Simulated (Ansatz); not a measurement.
Bulk crystal (TiC) after relaxation:

```
Ti C
1.0
     0.00000    2.16646    2.16646
     2.16646    0.00000    2.16646
     2.16646    2.16646    0.00000
Ti C
1 1
Direct
  0.00000 0.00000 0.00000
  0.50000 0.50000 0.50000
```

Miller indices refer to the conventional cell of Fm-3m (No. 225), a = 4.333 Å, b = 4.333 Å, c = 4.333 Å, α = 90.00°, β = 90.00°, γ = 90.00°.

The (111) slab of 9 planes, 10.0 Å thick with 15 Å of vacuum as cut; outer planes Ti (top) and Ti (bottom).

Method: Ansatz 0.2.0, DFT PBE, scalar-relativistic, plane waves, PAW. Cutoff 420 eV; k points 12×12×1 on the computed 9-atom cell (Γ-centred); Gaussian smearing, width 0.10 eV; no spin polarisation. The cell repeats along c with a dipole correction in the vacuum.

The slab isn't stoichiometric (Ti5C4), so its surface energy depends on the chemical potentials; it is given with the excess atoms taken from the element's standard state, a limit at which the compound may itself be unstable, so the figure can be too low.

Results for the relaxed slab:

```
Surface energy with the excess atoms taken from the elements : 1.46 J/m²
Work function                                                : 4.62 eV
```

Relaxation lowers the energy by 0.530 J/m² a face; the largest move is 0.165 Å.

```
plane (bottom to top) atoms spacing to next, bulk (Å) relaxed (Å) change (%)
                    1     Ti                      1.251        1.013       -19.0
                    2      C                      1.251        1.398       +11.8
                    3     Ti                      1.251        1.172        -6.3
                    4      C                      1.251        1.256        +0.4
                    5     Ti                      1.251        1.256        +0.4
                    6      C                      1.251        1.172        -6.3
                    7     Ti                      1.251        1.398       +11.8
                    8      C                      1.251        1.013       -19.0
                    9     Ti
```